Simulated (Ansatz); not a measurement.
Runs of Ansatz 0.2.0 on Mg. The structure is cubic, space group Im-3m (No. 229). Conventional cell: a = 3.546 Å, b = 3.546 Å, c = 3.546 Å, α = 90.00°, β = 90.00°, γ = 90.00°. Around Mg (site symmetry m-3m) lie 8 Mg at 3.07 Å. This isn't the form of Mg at room conditions, which is hcp.

```csv
task,level,potentials or basis,spin,cell,k mesh,cutoff (eV),smearing,basis error allowed,gap on the mesh (eV),pressure (GPa),moment (μB)
single point,PBEsol+D3(BJ),all-electron PAW datasets made for the crystal,"collinear, ferromagnetic start",as given,11 × 11 × 11,180,tetrahedron,-,none,(a),0.00
single point,LDA,"all-electron LAPW, scalar-relativistic",off,as given,11 × 11 × 11,119,gaussian 0.1 eV,0.001 eV/atom,none,-1.3,-
relaxation of the atoms,LDA,"all-electron LAPW, scalar-relativistic","non-collinear, ferromagnetic start",atoms relaxed from: cell strained at random at fixed volume,8 × 8 × 8,-,gaussian 0.05 eV,0.001 eV/atom,-,-1.3,0.00
single point,PBEsol+D4,"all-electron LAPW, scalar-relativistic",off,cell strained at random at fixed volume,11 × 11 × 11,127,tetrahedron,0.001 eV/atom,none,-0.6,-
single point,LDA,"all-electron LAPW, scalar-relativistic",off,as given,11 × 11 × 11,119,gaussian 0.02 eV,0.001 eV/atom,none,-1.3,-
```

Fill in the values left out.

(a) -2.0.

Caveats: pairwise dispersion overbinds metals, which lowers pressure and volume (some runs); the k mesh is thin for a metal, which can move the energy by tens of meV per atom (some runs).

A k mesh can miss the band edges.

A gap of «none» marks a metal or a gap under the smearing width.

Not every run made on this cell is shown here.
